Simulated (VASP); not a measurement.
# CaO (I4_1md) in VASP: further runs

One crystal, CaO, is run at these levels: PBEsol+D4, PBEsol+rVV10, PBE; tasks: relaxation of cell and atoms.

Program: VASP 6.6.1. These are calculated values, not measurements. Logs are shortened: lines on timing, memory, paths and dates and some standing lists are left out, and cuts for length are marked.

## (1) Starting point

Symmetry: I4_1md, No. 109, tetragonal system. Conventional cell: a = 3.106 Å, b = 3.106 Å, c = 11.643 Å, α = 90.00°, β = 90.00°, γ = 90.00°. Ca (site symmetry 2mm) has 6 O at 2.41 to 2.47 Å as nearest neighbours. O (site symmetry 2mm) is surrounded by 6 Ca at 2.41 to 2.47 Å.

The cell was built by a generator and needn't be a form met in nature.

## (2) Relaxation of cell and atoms, PBEsol+D4

INCAR

```
SYSTEM = CaO
PREC = Accurate
ENCUT = 600
EDIFF = 1E-6
ISMEAR = -1
SIGMA = 0.05
LREAL = .FALSE.
LASPH = .TRUE.
NELM = 100
ALGO = Normal
ISIF = 3
LWAVE = .FALSE.
LCHARG = .FALSE.
GGA = PS
IVDW = 13
IBRION = 2
NSW = 40
EDIFFG = -0.02
```

KPOINTS

```
regular mesh
0
G
  9 9 9
  0 0 0
```

POSCAR

```
CaO
1.0
   -1.5529600000      1.5529600000      5.8212800000
    1.5529600000     -1.5529600000      5.8212800000
    1.5529600000      1.5529600000     -5.8212800000
Ca O
2 2
Direct
    0.0423600000      0.0423600000      0.0000000000
    0.7923600000      0.2923600000      0.5000000000
    0.4576400000      0.4576400000      0.0000000000
    0.2076400000      0.7076400000      0.5000000000
```

Potentials or basis: VASP PAW PBE potentials, release 64 (Ca_sv, O).

Command:

```sh
$ cat potpaw_PBE.64/Ca_sv/POTCAR potpaw_PBE.64/O/POTCAR > POTCAR
$ mpirun -np 1 vasp_std > vasp.out
```

OUTCAR:

```text
SYSTEM = CaO
   PREC = Accurate
   ENCUT = 600
   EDIFF = 1E-6
   ISMEAR = -1
   LREAL = .FALSE.
   LASPH = .TRUE.
   NELM = 100
   ISIF = 3
   GGA = PS
   IVDW = 13
   IBRION = 2
   NSW = 40
   EDIFFG = -0.02

 ion  position               nearest neighbor table
   1  0.042  0.042  0.000-   3 2.41   3 2.41   3 2.41   3 2.41   4 2.47   4 2.47
   2  0.792  0.292  0.500-   4 2.41   4 2.41   4 2.41   4 2.41   3 2.47   3 2.47
   3  0.458  0.458  0.000-   1 2.41   1 2.41   1 2.41   1 2.41   2 2.47   2 2.47
   4  0.208  0.708  0.500-   2 2.41   2 2.41   2 2.41   2 2.41   1 2.47   1 2.47

  LATTYP: Found a body centered tetragonal cell.
 ALAT       =     3.1059200000
 C/A-ratio  =     3.7485060787

  Lattice vectors:

 A1 = (  -1.5529600000,   1.5529600000,   5.8212800000)
 A2 = (   1.5529600000,  -1.5529600000,   5.8212800000)
 A3 = (   1.5529600000,   1.5529600000,  -5.8212800000)

Analysis of symmetry for initial positions (statically):
=====================================================================
 Subroutine PRICEL returns:
 Original cell was already a primitive cell.

 Routine SETGRP: Setting up the symmetry group for a
 body centered tetragonal supercell.

 Subroutine GETGRP returns: Found  8 space group operations
 (whereof  4 operations were pure point group operations)
 out of a pool of 16 trial point group operations.

The static configuration has the point symmetry C_2v.
 The point group associated with its full space group is C_4v.

Analysis of symmetry for dynamics (positions and initial velocities):
=====================================================================
 Subroutine PRICEL returns:
 Original cell was already a primitive cell.

 Routine SETGRP: Setting up the symmetry group for a
 body centered tetragonal supercell.

 Subroutine GETGRP returns: Found  8 space group operations
 (whereof  4 operations were pure point group operations)
 out of a pool of 16 trial point group operations.

The dynamic configuration has the point symmetry C_2v.
 The point group associated with its full space group is C_4v.

 Subroutine INISYM returns: Found  8 space group operations
 (whereof  4 operations are pure point group operations),
 and found     1 'primitive' translations

----------------------------------------------------------------------------------------

                                     Primitive cell

  volume of cell :      56.1564

  direct lattice vectors                    reciprocal lattice vectors
    -1.552960000  1.552960000  5.821280000     0.000000000  0.321965794  0.085891763
     1.552960000 -1.552960000  5.821280000     0.321965794  0.000000000  0.085891763
     1.552960000  1.552960000 -5.821280000     0.321965794  0.321965794  0.000000000

  length of vectors
     6.221789964  6.221789964  6.221789964     0.333225701  0.333225701  0.455328393

  position of ions in fractional coordinates (direct lattice)
     0.042360000  0.042360000  0.000000000
     0.792360000  0.292360000  0.500000000
     0.457640000  0.457640000  0.000000000
     0.207640000  0.707640000  0.500000000

  ion indices of the primitive-cell ions
   primitive index   ion index
                 1           1
                 2           2
                 3           3
                 4           4

----------------------------------------------------------------------------------------

 KPOINTS: regular mesh

Automatic generation of k-mesh.
 Grid dimensions read from file:
 generate k-points for:    9    9    9

 Generating k-lattice:

  Cartesian coordinates                     Fractional coordinates (reciprocal lattice)
     0.000000000  0.035773977  0.009543529     0.111111111  0.000000000  0.000000000
     0.035773977  0.000000000  0.009543529     0.000000000  0.111111111  0.000000000
     0.035773977  0.035773977  0.000000000     0.000000000  0.000000000  0.111111111

  Length of vectors
     0.037025078  0.037025078  0.050592044

  Shift w.r.t. Gamma in fractional coordinates (k-lattice)
     0.000000000  0.000000000  0.000000000

 Subroutine IBZKPT returns following result:
 ===========================================

 Found     75 irreducible k-points:

 Following reciprocal coordinates:
            Coordinates               Weight
  0.000000  0.000000  0.000000      1.000000
  0.111111 -0.000000  0.000000      8.000000
  0.222222 -0.000000  0.000000      8.000000
  0.333333  0.000000  0.000000      8.000000
  0.444444 -0.000000  0.000000      8.000000
  0.111111  0.111111  0.000000      8.000000
[... 16 lines left out ...]
 -0.333333  0.333333  0.000000      4.000000
  0.444444  0.444444  0.000000      8.000000
 [... further k-points ...]
   k-points           NKPTS =     75   k-points in BZ     NKDIM =     75   number of bands    NBANDS=     20
   number of dos      NEDOS =    301   number of ions     NIONS =      4
   total plane-waves  NPLWV = 125000
   dimension x,y,z NGX =    50 NGY =   50 NGZ =   50
   dimension x,y,z NGXF=   100 NGYF=  100 NGZF=  100
   ions per type =               2   2
   NGX,Y,Z   is equivalent  to a cutoff of  13.36, 13.36, 13.36 a.u.
   NGXF,Y,Z  is equivalent  to a cutoff of  26.72, 26.72, 26.72 a.u.
 SYSTEM =  CaO
   PREC   = accura    normal or accurate (medium, high low for compatibility)
   ISTART =      0    job   : 0-new  1-cont  2-samecut
   ICHARG =      2    charge: 1-file 2-atom 10-const
   ISPIN  =      1    spin polarized calculation?
   LNONCOLLINEAR =      F non collinear calculations
   LSORBIT =      F    spin-orbit coupling
   LASPH  =      T    aspherical Exc in radial PAW
   ENCUT  =  600.0 eV  44.10 Ry    6.64 a.u.  12.43 12.43 12.43*2*pi/ulx,y,z
   NELM   =    100;   NELMIN=  2; NELMDL= -5     # of ELM steps
   EDIFF  = 0.1E-05   stopping-criterion for ELM
   LREAL  =      F    real-space projection
   EDIFFG = -.2E-01   stopping-criterion for IOM
   NSW    =     40    number of steps for IOM
   IBRION =      2    ionic relax: 0-MD 1-quasi-New 2-CG
   NFREE  =      1    steps in history (QN), initial steepest desc. (CG)
   ISIF   =      3    stress and relaxation
   ISYM   =      2    0-nonsym 1-usesym 2-fastsym
   POTIM  = 0.5000    time-step for ionic-motion
   TEBEG  =    0.0;   TEEND  =   0.0 temperature during run
   PSTRESS=    0.0 pullay stress
   NELECT =      32.0000    total number of electrons
   NUPDOWN=      -1.0000    fix difference up-down
   EMIN   =  10.00;   EMAX   =-10.00  energy-range for DOS
   EFERMI =   0.00;   METHOD = LEGACY
   ISMEAR =    -1;   SIGMA  =   0.05  broadening in eV -4-tet -1-fermi 0-gaus
   EFERMI_NEDOS =   21; number of points for ismear=-14 and -15
   IALGO  =     38    algorithm
   IMIX   =      4    mixing-type and parameters
     AMIX     =   0.40;   BMIX     =  1.00
     AMIX_MAG =   1.60;   BMIX_MAG =  1.00
  volume/ion in A,a.u.               =      14.04        94.74
  Fermi-wavevector in a.u.,A,eV,Ry     =   1.357246  2.564823 25.063509  1.842116
  Thomas-Fermi vector in A             =   2.484180
   LORBIT       =      0    0 simple, 1 ext, 2 COOP (PROOUT), +10 PAW based schemes
   GGA     = PS    functional components
   LHFCALC =     F    Hartree Fock is set to
   AEXX    =    0.0000 exact exchange contribution
   IVDW    =    13    specifies the selected vdW correction
   LEPSILON=     F    determine dielectric tensor
   LRPA    =     F    only Hartree local field effects (RPA)
 conjugate gradient relaxation of ions
 non-spin polarized calculation
  energy-cutoff  :      600.00
  volume of cell :       56.16
 maximum number of plane-waves:      1890
 NGX is ok and might be reduce to    50
   NGX = 25   NGY = 25   NGZ = 25

--------------------------------------- Ionic step        1  -------------------------------------------

 number of electron      31.9999997 magnetization

 Free energy of the ion-electron system (eV)
  ---------------------------------------------------
  ext. energy  EPLUGINS =         0.00000000
  ---------------------------------------------------
  free energy    TOTEN  =       -25.64907503 eV

  energy without entropy =      -25.64907503  energy(sigma->0) =      -25.64907503

------------------------ aborting loop because EDIFF is reached ----------------------------------------

  DFT-D4 for vdW energy calculation

  Edisp (eV):   -0.36930

  FORCE on cell =-STRESS in cart. coord.  units (eV):
  Direction    XX          YY          ZZ          XY          YZ          ZX
  --------------------------------------------------------------------------------------
  -------------------------------------------------------------------------------------
  Total      -1.76495    -1.76495    -1.65084     0.00000     0.00000     0.00000
  in kB     -50.35527   -50.35527   -47.09947     0.00000     0.00000     0.00000
  external pressure =      -49.27 kB  Pullay stress =        0.00 kB
[... 191 lines left out ...]
  energy  without entropy=      -26.0623307527  energy(sigma->0) =      -26.06233075

--------------------------------------- Ionic step        6  -------------------------------------------

 number of electron      32.0000002 magnetization

 Free energy of the ion-electron system (eV)
  ---------------------------------------------------
  ext. energy  EPLUGINS =         0.00000000
  ---------------------------------------------------
  free energy    TOTEN  =       -25.67273099 eV

  energy without entropy =      -25.67273099  energy(sigma->0) =      -25.67273099

 E-fermi :   3.8725     XC(G=0): -10.9122

 val. band max:        2.7267070816   @ k =  -0.4444  -0.4444   0.4444
 cond. band min:       6.2203405914   @ k =   0.0000   0.0000   0.0000
 fundamental gap:      3.4936335098
 Fermi energy:         3.8725297198

 k-point     1 :       0.0000    0.0000    0.0000
  band No.  band energies     occupation
      1     -35.1646      2.00000
      2     -35.0446      2.00000
      3     -17.1383      2.00000
      4     -15.9536      2.00000
      5     -15.9431      2.00000
      6     -15.9431      2.00000
[... 12 lines left out ...]
     19       8.1639      0.00000
[... 513 lines left out ...]
      4     -16.6503      2.00000
      5     -16.5435      2.00000
      6     -16.5383      2.00000
[... 12 lines left out ...]
     19       9.8277      0.00000
     20       9.8891      0.00000

 [... further k-points ...]

------------------------ aborting loop because EDIFF is reached ----------------------------------------

  DFT-D4 for vdW energy calculation

  Edisp (eV):   -0.38972

  FORCE on cell =-STRESS in cart. coord.  units (eV):
  Direction    XX          YY          ZZ          XY          YZ          ZX
  --------------------------------------------------------------------------------------
  -------------------------------------------------------------------------------------
  Total      -0.03696    -0.03696     0.02729     0.00000     0.00000     0.00000
  in kB      -1.10844    -1.10844     0.81863     0.00000     0.00000     0.00000
  external pressure =       -0.47 kB  Pullay stress =        0.00 kB
[... 19 lines left out ...]
  FREE ENERGIE OF THE ION-ELECTRON SYSTEM (eV)
  ---------------------------------------------------
  free  energy   TOTEN  =       -26.0624460050 eV

  energy  without entropy=      -26.0624460049  energy(sigma->0) =      -26.06244600

 reached required accuracy - stopping structural energy minimisation
```

Wall time 7.2 min (1 thread of Intel Xeon 6975P-C (Granite Rapids), shared host); peak memory 0.43 GiB.

What came out:

- Free energy: -26.0624 eV
- Relaxed volume: 13.35 Å³/atom
- Relaxed cell: a = 6.110 Å, b = 6.110 Å, c = 6.110 Å, α = 151.03°, β = 151.03°, γ = 41.44°
- Space group after relaxing (to 0.05 Å): I4_1md (No. 109)
- Energy gained by relaxing: 11.0 meV/atom
- Ionic steps: 6
- Pressure after relaxing: 0.0 GPa
- Largest force after relaxing: 0.007 eV/Å
- Band gap on the k mesh: 3.49 eV, indirect (least direct gap 3.58 eV)
- Dispersion energy per atom: -0.097 eV

Forces on the atoms (eV/Å):
```
Ca   0.000  0.000  0.007
Ca   0.000  0.000  0.007
O    0.000  0.000 -0.007
O    0.000  0.000 -0.007
```

Stress tensor (GPa, compression positive):
```
-0.11  0.00  0.00
 0.00 -0.11  0.00
 0.00  0.00  0.08
```

The path:
```tsv
step	energy change (eV)	largest force (eV/Å)	pressure (GPa)	volume (Å³)
1	0.0000	0.0150	-4.93	56.16
2	-0.0396	0.0690	1.59	52.72
3	-0.0432	0.0486	-0.01	53.46
4	-0.0438	0.0324	0.03	53.43
5	-0.0440	0.0174	0.04	53.40
6	-0.0441	0.0072	-0.05	53.42
```

Final structure:
```
CELL_PARAMETERS angstrom
-1.52862 1.52862 5.71528
1.52862 -1.52862 5.71528
1.52862 1.52862 -5.71528
ATOMIC_POSITIONS crystal
Ca 0.04281 0.04281 0.00000
Ca 0.79281 0.29281 0.50000
O 0.45719 0.45719 0.00000
O 0.20719 0.70719 0.50000
```

Caveat: the PAW data sets were made with another functional, which shifts forces and pressure a little; an odd mesh through Γ misses points on the zone boundary, where band edges often lie.

## (3) Relaxation of cell and atoms, PBEsol+rVV10

Changes to INCAR since step 2:

```diff
@@ -14,3 +14,6 @@
 GGA = PS
-IVDW = 13
+LUSE_VDW = .TRUE.
+IVDW_NL = 2
+BPARAM = 20.0
+CPARAM = 0.0093
 IBRION = 2
```

KPOINTS is that of step 2.

POSCAR is that of step 2.

Potentials or basis: VASP PAW PBE potentials, release 64 (Ca_sv, O).

Command:

```sh
$ cat potpaw_PBE.64/Ca_sv/POTCAR potpaw_PBE.64/O/POTCAR > POTCAR
$ mpirun -np 1 vasp_std > vasp.out
```

OUTCAR:

```text
SYSTEM = CaO
   PREC = Accurate
   ENCUT = 600
   EDIFF = 1E-6
   ISMEAR = -1
   LREAL = .FALSE.
   LASPH = .TRUE.
   NELM = 100
   ISIF = 3
   GGA = PS
   IVDW_NL = 2
   BPARAM = 20.0
   IBRION = 2
   NSW = 40
   EDIFFG = -0.02

 ion  position               nearest neighbor table
   1  0.042  0.042  0.000-   3 2.41   3 2.41   3 2.41   3 2.41   4 2.47   4 2.47
   2  0.792  0.292  0.500-   4 2.41   4 2.41   4 2.41   4 2.41   3 2.47   3 2.47
   3  0.458  0.458  0.000-   1 2.41   1 2.41   1 2.41   1 2.41   2 2.47   2 2.47
   4  0.208  0.708  0.500-   2 2.41   2 2.41   2 2.41   2 2.41   1 2.47   1 2.47

  LATTYP: Found a body centered tetragonal cell.
 ALAT       =     3.1059200000
 C/A-ratio  =     3.7485060787

  Lattice vectors:

 A1 = (  -1.5529600000,   1.5529600000,   5.8212800000)
 A2 = (   1.5529600000,  -1.5529600000,   5.8212800000)
 A3 = (   1.5529600000,   1.5529600000,  -5.8212800000)

Analysis of symmetry for initial positions (statically):
=====================================================================
 Subroutine PRICEL returns:
 Original cell was already a primitive cell.

[... 180 lines left out ...]

------------------------ aborting loop because EDIFF is reached ----------------------------------------

  FORCE on cell =-STRESS in cart. coord.  units (eV):
  Direction    XX          YY          ZZ          XY          YZ          ZX
  --------------------------------------------------------------------------------------
  -------------------------------------------------------------------------------------
  Total       -1.5355306     -1.5355306     -1.4427115      0.0000000      0.0000000      0.0000000
  in kB      -43.8096748    -43.8096748    -41.1614869      0.0000000      0.0000000      0.0000000
  external PRESSURE =     -42.9269455 kB  Pullay stress =       0.0000000 kB
[... 139 lines left out ...]
--------------------------------------- Ionic step        5  -------------------------------------------

 number of electron      32.0000002 magnetization

 Free energy of the ion-electron system (eV)
  ---------------------------------------------------
  ext. energy  EPLUGINS =         0.00000000
  ---------------------------------------------------
  free energy    TOTEN  =       -25.29596562 eV

  energy without entropy =      -25.29596562  energy(sigma->0) =      -25.29596562

 E-fermi :   3.7968     XC(G=0): -10.9064

 val. band max:        2.6745448874   @ k =  -0.4444  -0.4444   0.4444
 cond. band min:       6.1252663661   @ k =   0.0000   0.0000   0.0000
 fundamental gap:      3.4507214787
 Fermi energy:         3.7967749102

 k-point     1 :       0.0000    0.0000    0.0000
  band No.  band energies     occupation
      1     -35.2154      2.00000
      2     -35.0980      2.00000
      3     -17.1734      2.00000
      4     -16.0118      2.00000
      5     -16.0009      2.00000
      6     -16.0009      2.00000
[... 541 lines left out ...]
     19       9.7537      0.00000
     20       9.8144      0.00000

 [... further k-points ...]
[... 5 lines left out ...]
  --------------------------------------------------------------------------------------
  -------------------------------------------------------------------------------------
  Total       -0.0211310     -0.0211310      0.0734215      0.0000000      0.0000000      0.0000000
  in kB       -0.6297912     -0.6297912      2.1882613      0.0000000      0.0000000      0.0000000
  external PRESSURE =       0.3095596 kB  Pullay stress =       0.0000000 kB
[... 19 lines left out ...]
  FREE ENERGIE OF THE ION-ELECTRON SYSTEM (eV)
  ---------------------------------------------------
  free  energy   TOTEN  =       -25.2959656161 eV

  energy  without entropy=      -25.2959656161  energy(sigma->0) =      -25.29596562

 reached required accuracy - stopping structural energy minimisation
```

It took 13 min on 1 thread of Intel Xeon 6975P-C (Granite Rapids), shared host; peak memory 0.85 GiB.

What came out:

| Item | Value |
| --- | --- |
| Free energy | -25.2960 eV |
| Relaxed volume | 13.44 Å³/atom |
| Relaxed cell | a = 6.121 Å, b = 6.121 Å, c = 6.121 Å, α = 151.01°, β = 151.01°, γ = 41.46° |
| Space group after relaxing (to 0.05 Å) | I4_1md (No. 109) |
| Energy gained by relaxing | 8.3 meV/atom |
| Ionic steps | 5 |
| Pressure after relaxing | 0.0 GPa |
| Largest force after relaxing | 0.016 eV/Å |
| Band gap on the k mesh | 3.45 eV, indirect (least direct gap 3.54 eV) |

Forces on the atoms (eV/Å):
```
Ca   0.000  0.000  0.016
Ca   0.000  0.000  0.016
O    0.000  0.000 -0.016
O    0.000  0.000 -0.016
```

The path:
```
step  energy change (eV)  largest force (eV/Å)  pressure (GPa)  volume (Å³)
   1              0.0000                0.0100           -4.29        56.16
   2             -0.0297                0.0612            1.39        53.15
   3             -0.0325                0.0439           -0.01        53.81
   4             -0.0330                0.0297            0.02        53.79
   5             -0.0331                0.0156            0.03        53.76
```

Final structure:
```
Ca O
1.0
    -1.53213    1.53213    5.72507
     1.53213   -1.53213    5.72507
     1.53213    1.53213   -5.72507
Ca O
2 2
Direct
  0.04267 0.04267 0.00000
  0.79267 0.29267 0.50000
  0.45733 0.45733 0.00000
  0.20733 0.70733 0.50000
```

Levels at points of the mesh, in eV from the valence-band top:
```tsv
k point	band 14	band 15	band 16	band 17	band 18	band 19
(0.00, 0.00, 0.00)	-0.44	-0.08	-0.08	3.45	4.09	5.39
```

Caveat: the PAW data sets were made with another functional, which shifts forces and pressure a little; an odd mesh through Γ misses points on the zone boundary, where band edges often lie.

[end of part 1 of 2]
